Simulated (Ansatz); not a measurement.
# SnO2 (Pnnm): how G0W0 depends on its starting point

Aim: G0W0 for SnO2 (Pnnm) on several starting functionals, at one mesh, band count and screening cutoff.

Method: G0W0 on several functionals, plane waves, PAW, in Ansatz 0.2.0.

In doubt: masses and optical values from hybrid runs of this build are listed as unsure (step 4), which bears on the screening that GW takes from such a start.

### Step 1. Starting point

It takes space group Pnnm (No. 58, orthorhombic). The conventional cell has a = 4.788 Å, b = 4.867 Å, c = 3.241 Å, α = 90.00°, β = 90.00°, γ = 90.00°. Nearest to Sn lie 6 O at 2.09 to 2.10 Å. Nearest to O lie 3 Sn at 2.09 to 2.10 Å. Farther neighbours and most contacts between anions are not listed.

The cell and positions are those that the Materials Project relaxed with its own functionals (PBE, PBE+U or r2SCAN), kept fixed. This is not the form that SnO2 usually takes at ambient conditions. The default PAW set here is soft_2. Its files were made with PBE.

### Step 2. G0W0 on LDA

Now the one-shot GW correction: screening in the RPA, then the self-energy of the levels asked for.

This step: G0W0 on LDA, plane waves, PAW.

Contents of input.yaml:

```yaml
crystal:
  lattice:
    - [4.788004, 0.0, 0.0]
    - [0.0, 4.866582, 0.0]
    - [0.0, 0.0, 3.240898]
  atoms:
    - { symbol: Sn, position: [0.5, 0.5, 0.5] }
    - { symbol: Sn, position: [0.0, 0.0, 0.0] }
    - { symbol: O, position: [0.291855, 0.321042, 0.0] }
    - { symbol: O, position: [0.791855, 0.178958, 0.5] }
    - { symbol: O, position: [0.208145, 0.821042, 0.5] }
    - { symbol: O, position: [0.708145, 0.678958, 0.0] }
kpoints:
  mp_grid: { grid: [4, 4, 4] }
hamiltonian:
  xc: lda
scf:
  occupations: { method: fixed }
gw:
  n_empty_bands: 485
  ecut_chi: 200.0
  qp_bands: [v2, c2]
  qp_kpoints: band_edges
  screening: { model: contour_deformation }
```

Command:

```sh
$ ansatz run input.yaml --threads 3 --pin off --max-ram 64512MiB --backend cuda --events-out ev --progress --plain --runs-dir out --devices 1 --max-vram 24GiB  # rebuilt from the run's record
```

Numbers of over 12 decimals in the logs are rounded to 6 here.

The program printed:

```text
GPUs: using 1 of 1 available (devices: 1).
Engine: ansatz 0.2.0, x86_64-unknown-linux-gnu
Pseudopotentials: kind: paw
Pseudopotential: Sn, paw, valence charge 14, recommended cutoff 420 eV (normal), Sn.paw.azcp
Pseudopotential: O, paw, valence charge 6, recommended cutoff 420 eV (normal), O.paw.azcp
Functional definition: SPW92
  exchange = slater_x
  correlation = pw_c
device memory: the entry about to start is reckoned to put 1.0 GiB on a device that reports 55.9 GiB free (of which the cap on the GPU budget leaves the run 24.0 GiB)
GPU FFT provider: cuFFT
GPU libraries: cuBLAS 13.8.2, cuFFT 12.4.0, cuSOLVER 12.3.4
Crystal: 6 atoms, lattice volume = 75.517 Å³
Basis set: ecut = 420 eV, 1479 PW (Γ)
Bands: 32, of which v1, the nominal top of the filled ones, is band 26 counted from 1 (25 counted from 0)
Symmetry: 8 space group operations
Space group: Pnnm (ITA 58), of the structure as read, at distance tolerance 4.2e-5 Å
k-points: 27 of 64
Non-local potential: Sn, projectors of the file, l = 0: 2, l = 1: 2, l = 2: 2, l = 3: 2
Non-local potential: O, projectors of the file, l = 0: 2, l = 1: 2, l = 2: 1
PAW form: soft (Blöchl's): semilocal exchange-correlation on the pseudo side does not see the compensation charge
PAW frozen core: Sn, regenerated for the run's functional, and the local potential with it (the file was generated under x = pbe(κ = 0.804, μ = 0.219515), c = pbe(β = 0.066725))
PAW frozen core: O, regenerated for the run's functional, and the local potential with it (the file was generated under x = pbe(κ = 0.804, μ = 0.219515), c = pbe(β = 0.066725))
PAW one-centre angular grid: Sn, 590 points (default); XC on 64 Gauss nodes
PAW one-centre angular grid: O, 110 points (default); XC on 64 Gauss nodes
Initial density: superposition of atomic densities (neutral atoms: chi_scale 0, normalization atom), corrected by the library's trained network
Initial wavefunctions: pseudopotential atomic-orbital guess
GPU buffer pool allocated for 31104 grid points (all kernels)
GPU transforms: local potential and band sums: pruned to the plane-wave sphere, on 36×36×24
Functional: x = slater, c = lda
SCF iter   1: F=—  HF=-13980.244868 eV  |F-HF|=—  |Δ(HF+E_count)|=         —  Δρ=1.92e-2  dr2=2.38e-1  ethr=1.77e-3  ⟨swp⟩=4.0  Hψ=3384  notcnv=0  defer=108
preconditioner: auto → Resta (q_TF=auto, 2.564 Å⁻¹)  ε∞=3.7  [insulator: Δε(μ)=0.560 eV  Ē_g=18.879 eV  n_scr=18 (ndim 8)  ℏωp=30.8 eV  f_vac=0.031  ε∞_Penn≈3.7]
SCF iter   2: F=—  HF=-13980.178173 eV  |F-HF|=—  |Δ(HF+E_count)|=   6.67e-2  Δρ=4.94e-3  dr2=6.92e-3  ethr=4.57e-4  ⟨swp⟩=2.1  Hψ=1364  notcnv=0  defer=108
SCF iter   3: F=—  HF=-13980.175813 eV  |F-HF|=—  |Δ(HF+E_count)|=   2.36e-3  Δρ=2.15e-3  dr2=1.89e-3  ethr=1.33e-5  ⟨swp⟩=2.0  Hψ=1556  notcnv=0  defer=108
SCF iter   4: F=—  HF=-13980.175196 eV  |F-HF|=—  |Δ(HF+E_count)|=   6.17e-4  Δρ=3.72e-4  dr2=8.85e-5  ethr=3.63e-6  ⟨swp⟩=3.0  Hψ=1405  notcnv=0  defer=108
SCF iter   5: F=—  HF=-13980.175191 eV  |F-HF|=—  |Δ(HF+E_count)|=   4.99e-6  Δρ=8.26e-5  dr2=4.36e-6  ethr=1.70e-7  ⟨swp⟩=2.3  Hψ=1128  notcnv=0  defer=54
SCF iter   6: F=—  HF=-13980.175191 eV  |F-HF|=—  |Δ(HF+E_count)|=   7.45e-7  Δρ=1.48e-5  dr2=1.25e-7  ethr=8.38e-9  ⟨swp⟩=2.4  Hψ=1210  notcnv=0  defer=54
SCF iter   7: F=-13980.175191 eV  HF=-13980.175191 eV  |F-HF|=5.48e-10  |Δ(HF+E_count)|=   1.93e-8  Δρ=1.81e-6  dr2=3.10e-9  ethr=1.92e-10  ⟨swp⟩=8.7  Hψ=3255  notcnv=0
SCF 1 converged in 7 iterations: F = -13980.175191 eV  dr2 = 3.10e-9
  greatest PAW one-centre occupation: 0.997 electrons in one spin orbital (limit 2), on the Sn atom at site 0 (counted from 0), in its partial waves of l = 2
device memory: the entry about to start is reckoned to put 1.1 GiB (of the 1.2 GiB reckoned in all, the device holds 0.1 GiB already) on a device that reports 55.9 GiB free (of which the cap on the GPU budget leaves the run 23.9 GiB)
NSCF: frozen V_eff on 27 k-points, pencils in batches of 32, up to order 128
the band table was solved once the SCF had ended and its energy, with any forces and stress, was formed, with the checks that follow a solve (3441 applications of the Hamiltonian). They found nothing against the state; the energy, forces and stress were not computed again (output.eigenvalues in the input reference)
device memory: the entry about to start is reckoned to put 4.5 GiB on a device that reports 56.0 GiB free (of which the cap on the GPU budget leaves the run 24.0 GiB)
NSCF: frozen V_eff on 27 k-points
G₀W₀ screening: q 1/27
[... further progress lines ...]
SCF converged after 7 iterations
Free energy (F): -13980.175191 eV
Harris-Foulkes:  -13980.175191 eV  (|F-HF|=5.48e-10)
Internal energy: -13980.175191 eV  (E = F + TS)
E sigma→0 (E₀):  -13980.175191 eV
Fermi energy:    8.252414 eV
--- Per-component energies (eV) ---
  E_band       = -171.637533
  E_kinetic    = 1073.322509
  E_local      = -2962.249154  (includes V_loc(G=0)·N_el)
  E_nonlocal   = 149.804624
  E_hartree    = 1510.365263
  E_xc         = -1039.920166
  E_vxc        = -561.710437  (∫ρ·V_xc dr)
  E_paw        = -8600.282755  (= ΣΔE_a)
  E_vpaw       = -891.546046  (= ΣTr[D̂ρ^β])
  E_aug_tail   = 0.010081  (compensation charges beyond the density's cutoff)
  E_ewald      = -4112.463075
  E_core_change = 1.237482  (= ΣΔE_core)
  E_smearing   = -0.000000  (= −TS)
  E_closure    = -0.000000  (closes the sum)
  Σ components = -13980.175191   (vs F -13980.175191, Δ=0.00e0)
--- Band table (eV; the first three rows and the last of 27) ---
  k-point 0: bands = [... 22 lower, 7.1058, 7.6275, 7.6339, 8.2524, 8.9332, 13.7710, 14.1161, 14.2683, ... 2 higher]
  k-point 1: bands = [... 22 lower, 5.7858, 7.5247, 7.5957, 7.8702, 11.4621, 14.4500, 16.1250, 16.2345, ... 2 higher]
  k-point 2: bands = [... 22 lower, 6.7942, 6.7942, 7.2090, 7.2090, 13.7035, 13.7035, 17.4409, 17.4409, ... 2 higher]
  k-point 26: bands = [... 22 lower, 7.4135, 7.4135, 7.5980, 7.5980, 12.4878, 12.4878, 16.6860, 16.6860, ... 2 higher]
--- G₀W₀: contour deformation, 8 samples at zero and on the imaginary axis and 2 off it, 64 q-points, 485 empty bands' worth ---
  eigenvalues of the whole cell's RPA ε∞ on this k-mesh (on a slab, of 1 + 4πα/V) = 5.3892, 5.8572, 5.8858; static W/v taken at q = 0 is 0.177396
  bands read: the sum over 511 bands ends inside a degenerate multiplet in 18 slots, whose members it reads at an even weight; the widest, k=2: bands 511 to 512 (counted from 1) at 1/2 each
  gw.qp_kpoints: band_edges: 15 of 27 stored k-points solved, in 1 pass; an edge of the gap read off the rows below is read off those points alone
    valence top: of the k-points left out ik 19 came nearest to being solved in a further pass, in band 26 (counted from 1, as in the quasiparticle table): it holds the edge there only if its correction is more favourable than any solved in that band by at least 0.548 eV; those differ by 0.156 eV
    conduction bottom: of the k-points left out ik 21 came nearest to being solved in a further pass, in band 27 (counted from 1, as in the quasiparticle table): it holds the edge there only if its correction is more favourable than any solved in that band by at least 3.274 eV; those differ by 0.586 eV
    ik  band        ε_KS         Σx   Σc(E_QP)       V_xc       Z   E_QP_lin       E_QP  E_QP is
     0    25      7.6339   -26.1341     4.7112   -20.7757  0.7150     6.9588     6.9866  root
     0    26      8.2524   -26.0991     4.5284   -20.9129  0.7236     7.5690     7.5946  root
     0    27      8.9332   -15.7013    -2.8534   -19.1343  0.7869     9.5223     9.5129  root
     0    28     13.7710   -12.5204    -5.0631   -18.6304  0.7526    14.8433    14.8180  root
     1    25      7.5957   -26.3448     4.8569   -20.8066  0.7131     6.8805     6.9144  root
     1    26      7.8702   -26.3022     5.1817   -20.3499  0.7102     7.0789     7.0995  root
     1    27     11.4621   -16.1030    -3.7421   -20.7431  0.7709    12.3918    12.3601  root
     1    28     14.4500   -14.2261    -5.3451   -20.7616  0.7466    15.7060    15.6404  root
     2    25      7.2090   -26.0447     5.2992   -19.9545  0.7000     6.3904     6.4181  root
     2    26      7.2090   -26.0447     5.2992   -19.9545  0.7000     6.3904     6.4181  root
     2    27     13.7035   -14.9331    -4.9827   -21.0813  0.7542    14.9308    14.8689  root
     2    28     13.7035   -14.9331    -4.9827   -21.0813  0.7542    14.9308    14.8689  root
     3    25      7.6578   -26.2303     4.7541   -20.8190  0.7145     6.9712     7.0006  root
     3    26      7.9497   -26.2221     5.0290   -20.4701  0.7134     7.1864     7.2268  root
     3    27     10.2811   -16.2774    -3.0810   -20.0615  0.7774    10.9990    10.9843  root
     3    28     13.3625   -13.4777    -4.7696   -19.2637  0.7614    14.4141    14.3790  root
     4    25      7.5374   -26.2544     4.8860   -20.6645  0.7113     6.8095     6.8335  root
     4    26      7.8371   -26.4335     5.0211   -20.6693  0.7129     7.0756     7.0940  root
     4    27     11.9168   -15.6292    -4.0437   -20.6091  0.7679    12.8958    12.8532  root
     4    28     14.1792   -14.6682    -5.2041   -21.0416  0.7402    15.3969    15.3485  root
     6    25      7.6965   -26.2592     4.8552   -20.7180  0.7131     6.9774     7.0104  root
     6    26      7.6965   -26.2592     4.8552   -20.7180  0.7131     6.9774     7.0104  root
     6    27     12.1287   -15.2474    -4.0696   -20.2482  0.7687    13.0847    13.0600  root
     6    28     12.1287   -15.2474    -4.0696   -20.2482  0.7687    13.0847    13.0600  root
[...]
22    25      7.7013   -26.3898     5.1006   -20.5438  0.7103     6.9298     6.9559  root
    22    26      7.7013   -26.3898     5.1006   -20.5438  0.7103     6.9298     6.9559  root
    22    27     12.8873   -14.8401    -4.5918   -20.4824  0.7849    14.0145    13.9378  root
    22    28     12.8873   -14.8401    -4.5918   -20.4824  0.7849    14.0145    13.9378  root
    26    25      7.5980   -26.4211     5.3219   -20.3333  0.7076     6.7890     6.8322  root
    26    26      7.5980   -26.4211     5.3219   -20.3333  0.7076     6.7890     6.8322  root
    26    27     12.4878   -13.6078    -4.5222   -19.1500  0.7808    13.5555    13.5078  root
    26    28     12.4878   -13.6078    -4.5222   -19.1500  0.7808    13.5555    13.5078  root
```

Run time: 24 s. Hardware: 1 × NVIDIA H100 80GB HBM3 (shared by 3 runs) with 3 threads of AMD EPYC 7R13 (Zen 3), shared host; peak memory 2.6 GiB; 45 s of CPU time.

Numbers from this step:

* bands summed: 511
* RPA ε∞ on this mesh (eigenvalues): 5.389, 5.857, 5.886
* plane waves in the screening matrix: 495
* q-points in the mesh: 64
* G0W0 gap on the mesh: 1.918 eV
* k of the valence top: 0, 0, 0
* k of the conduction bottom: 0, 0, 0
* starting gap on the mesh: 0.6808 eV
* Z at the valence top: 0.7236
* Z at the conduction bottom: 0.7869
* least direct G0W0 gap on the computed points: 1.918 eV

The gap on the mesh goes from 0.68 eV to 1.92 eV, a correction of +1.24 eV. Between the two edge states, bare exchange in place of the xc potential would open the gap by 8.62 eV, and correlation takes back 7.38 eV.

### Step 3. G0W0 on PBE

One-shot GW remembers its start. Another functional's orbitals and levels show by how much.

This step: G0W0 on PBE, plane waves, PAW.

Edit input.yaml of step 2 so:

```diff
@@ -15,3 +15,3 @@
 hamiltonian:
-  xc: lda
+  xc: pbe
 scf:
```

The program printed:

```text
GPUs: using 1 of 1 available (devices: 1).
[...]
GPU FFT provider: cuFFT
GPU libraries: cuBLAS 13.8.2, cuFFT 12.4.0, cuSOLVER 12.3.4
Crystal: 6 atoms, lattice volume = 75.517 Å³
Basis set: ecut = 420 eV, 1479 PW (Γ)
Bands: 32, of which v1, the nominal top of the filled ones, is band 26 counted from 1 (25 counted from 0)
Symmetry: 8 space group operations
[...]
k-points: 27 of 64
[...]
GPU buffer pool allocated for 31104 grid points (all kernels)
[...]
SCF iter   1: F=—  HF=-14317.943911 eV  |F-HF|=—  |Δ(HF+E_count)|=         —  Δρ=1.30e-3  dr2=5.39e-4  ethr=1.77e-3  ⟨swp⟩=4.0  Hψ=3374  notcnv=0  defer=108
[...]
SCF iter   6: F=-14317.945827 eV  HF=-14317.945827 eV  |F-HF|=1.43e-9  |Δ(HF+E_count)|=   9.95e-8  Δρ=2.03e-6  dr2=2.66e-9  ethr=1.17e-10  ⟨swp⟩=7.1  Hψ=3890  notcnv=0
SCF 1 converged in 6 iterations: F = -14317.945827 eV  dr2 = 2.66e-9
[...]
NSCF: frozen V_eff on 27 k-points, pencils in batches of 32, up to order 128
[...]
NSCF: frozen V_eff on 27 k-points
G₀W₀ screening: q 1/27
[... further progress lines ...]
SCF converged after 6 iterations
Free energy (F): -14317.945827 eV
[...]
Internal energy: -14317.945827 eV  (E = F + TS)
E sigma→0 (E₀):  -14317.945827 eV
Fermi energy:    8.635400 eV
[...]
--- Band table (eV; the first three rows and the last of 27) ---
  k-point 0: bands = [... 22 lower, 7.5120, 8.0203, 8.0267, 8.6354, 9.4405, 14.3882, 14.7342, 14.8904, ... 2 higher]
[...]
0    25      8.0267   -26.2371     4.7704   -20.6703  0.7218     7.1917     7.2302  root
     0    26      8.6354   -26.4294     4.7515   -20.8497  0.7278     7.7763     7.8072  root
     0    27      9.4405   -15.1814    -2.9863   -18.5237  0.7955     9.7987     9.7964  root
     0    28     14.3882   -12.4348    -4.9173   -18.0933  0.7678    15.1437    15.1293  root
     1    25      7.9868   -26.4386     4.9021   -20.6979  0.7202     7.1104     7.1480  root
     1    26      8.2553   -26.4254     5.2337   -20.2714  0.7177     7.3042     7.3350  root
     1    27     11.9786   -15.9156    -3.6558   -20.2625  0.7773    12.6843    12.6697  root
     1    28     15.0521   -14.1111    -5.1826   -20.2457  0.7505    16.0292    16.0041  root
[...]
2    27     14.2857   -14.8326    -4.8375   -20.6067  0.7609    15.2537    15.2223  root ?
     2    28     14.2857   -14.8326    -4.8375   -20.6067  0.7609    15.2537    15.2223  root ?
     3    25      8.0496   -26.3317     4.8121   -20.7141  0.7215     7.2034     7.2441  root ?
     3    26      8.3346   -26.3628     5.0825   -20.3902  0.7205     7.4101     7.4446  root ?
[...]
16    27     13.4672   -14.6851    -4.4814   -19.9796  0.7694    14.3035    14.2802  root ?
    16    28     13.4672   -14.6851    -4.4814   -19.9796  0.7694    14.3035    14.2802  root ?
[...]
22    27     13.4482   -14.6920    -4.4735   -19.9763  0.7727    14.2859    14.2590  root ?
    22    28     13.4482   -14.6920    -4.4735   -19.9763  0.7727    14.2859    14.2590  root ?
    26    25      7.9792   -26.5194     5.3561   -20.2359  0.7148     7.0104     7.0519  root
    26    26      7.9792   -26.5194     5.3561   -20.2359  0.7148     7.0104     7.0519  root
    26    27     13.0751   -13.4591    -4.4057   -18.6009  0.7868    13.8307    13.8113  root
    26    28     13.0751   -13.4591    -4.4057   -18.6009  0.7868    13.8307    13.8113  root
```

Elapsed: 40 s, on 1 × NVIDIA H100 80GB HBM3 (shared by 3 runs) with 3 threads; peak memory 2.6 GiB; 64 s of CPU time.

This step gave:

```
bands summed                                 : 511
RPA ε∞ on this mesh (eigenvalues)            : 5.179, 5.409, 5.441
plane waves in the screening matrix          : 495
q-points in the mesh                         : 64
G0W0 gap on the mesh                         : 1.989 eV
k of the valence top                         : 0, 0, 0
k of the conduction bottom                   : 0, 0, 0
starting gap on the mesh                     : 0.8051 eV
Z at the valence top                         : 0.7278
Z at the conduction bottom                   : 0.7955
least direct G0W0 gap on the computed points : 1.989 eV
```

Against the run with 4×4×4 mesh, 485 empty bands, screening to 200 eV on LDA, the gap moves by +0.07 eV, while the start moved by +0.12 eV.

### Step 4. G0W0 on HSE06

This step: G0W0 on HSE06, plane waves, PAW.

Edit input.yaml of step 3 so:

```diff
@@ -15,3 +15,3 @@
 hamiltonian:
-  xc: pbe
+  xc: hse06
 scf:
```

The program printed:

```text
GPUs: using 1 of 1 available (devices: 1).
[...]
davidson cushion auto → on  (no smearing: the cushion is to keep the highest requested band from converging to the state above it; pin scf.eigensolver.cushion to override)
[...]
GPU FFT provider: cuFFT
GPU libraries: cuBLAS 13.8.2, cuFFT 12.4.0, cuSOLVER 12.3.4
Crystal: 6 atoms, lattice volume = 75.517 Å³
Basis set: ecut = 420 eV, 1479 PW (Γ)
[...]
1    27     12.4377   -15.0290    -3.6754   -19.2881  0.8244    13.0238    13.0214  root
     1    28     15.8869   -13.4507    -4.7904   -18.8629  0.8070    16.5134    16.5088  root
[...]
26    25      6.5840   -26.5391     4.6394   -21.6671  0.7712     6.3507     6.3514  root
    26    26      6.5840   -26.5391     4.6394   -21.6671  0.7712     6.3507     6.3514  root
    26    27     13.6633   -12.7467    -4.2291   -17.5064  0.8329    14.1960    14.1939  root
    26    28     13.6633   -12.7467    -4.2291   -17.5064  0.8329    14.1960    14.1939  root
[key lines of the parts left out:]
Free energy (F): -14325.403783 eV
Fermi energy:    7.337955 eV
```

Wall time 87 s (1 × NVIDIA H100 80GB HBM3 (shared by 3 runs) with 3 threads); peak memory 3 GiB; 1.9 min of CPU time.

Numbers from this step:

| Quantity | Value |
| --- | --- |
| bands summed | 511 |
| RPA ε∞ on this mesh (eigenvalues) | 3.537, 3.566, 3.928 |
| plane waves in the screening matrix | 495 |
| G0W0 gap on the mesh | 2.993 eV |
| k of the valence top | 0, 0, 0 |
| k of the conduction bottom | 0, 0, 0 |
| starting gap on the mesh | 2.427 eV |
| least direct G0W0 gap on the computed points | 2.993 eV |

Against the run with 4×4×4 mesh, 485 empty bands, screening to 200 eV on PBE, the gap moves by +1.00 eV, while the start moved by +1.62 eV.

### Step 5. The starts together

All on the 4×4×4 mesh with 485 empty bands and screening to 200 eV. Times are wall times on 1 × NVIDIA H100 80GB HBM3 (shared by 3 runs) with 3 threads of AMD EPYC 7R13 (Zen 3), shared host, good to a factor of about two.

```tsv
start	starting gap (eV)	shift (eV)	G0W0 gap (eV)	RPA ε∞ (harmonic mean)	Z (valence, conduction)	time
LDA	0.68	+1.24	1.92	5.70	0.72, 0.79	24 s
PBE	0.81	+1.18	1.99	5.34	0.73, 0.80	40 s
HSE06	2.43	+0.57	2.99	3.67	0.78, 0.84	87 s
```

The parts of the quasiparticle energy at the two band edges (eV; QP = start + Σx + Σc − Vxc):

```tsv
run	edge	start	Σx	Σc	Vxc	Z	QP
LDA	valence top	8.25	-26.10	4.53	-20.91	0.72	7.59
LDA	conduction bottom	8.93	-15.70	-2.85	-19.13	0.79	9.51
PBE	valence top	8.64	-26.43	4.75	-20.85	0.73	7.81
PBE	conduction bottom	9.44	-15.18	-2.99	-18.52	0.80	9.80
HSE06	valence top	7.34	-26.99	4.47	-22.33	0.78	7.15
HSE06	conduction bottom	9.76	-13.72	-3.49	-17.59	0.84	10.15
```

For a hybrid start, Vxc holds its share of exact exchange.

### Step 6. What came out

```json
{"G0W0@LDA": "1.92 eV (start 0.68 eV)", "G0W0@PBE": "1.99 eV (start 0.81 eV)", "G0W0@HSE06": "2.99 eV (start 2.43 eV)", "known limits": "not at the basis limit; no spin-orbit coupling; coarse k mesh"}
```

What this shows: The starting gaps span 1.75 eV and the G0W0 gaps 1.08 eV. Between LDA and HSE06, 1.08 eV of the 1.75 eV survives, 62 %. HSE06 screens less than LDA (ε∞ 3.67 against 5.70). Of the 1.08 eV by which its G0W0 gap is higher, the correlation part gives −0.58 eV, and exchange with the one-particle terms, which follow the orbitals, +1.65 eV. The smallest correction, +0.57 eV, is on HSE06, the start nearest to reproducing itself. Bands and cutoff are finite, so the gap is not at the basis limit. The miss can reach some tenths of an eV and take either sign; the mesh is an error of its own. The 4×4×4 mesh is coarse for this cell (its supercell is 13 Å along the shortest edge). The RPA ε∞ on it, from the LDA start, is 5.39, 5.86 and 5.89; such meshes misread the long-range screening, most where the gap is narrow. The many-body steps are scalar-relativistic: spin-orbit coupling is not in them.

[Paths, hosts, dates, memory and timing lines, banners, echoed tables and standing remarks are left out of the program output.]

[Logs are printed without paths, hosts, clocks, repeated set-up lines and the standing remarks that a program may print on its own settings, such as how far it seeks lower states.]

[Runs of the session that timed out or met a known fault of the program may be left out.]

[Cells called generated may have been cut or substituted from an entry of the Crystallography Open Database or the Materials Project.]

[Hosts, paths, dates, database ids (printed as entryN), source tags and the programs' standing remarks are cut or masked in the printed files.]
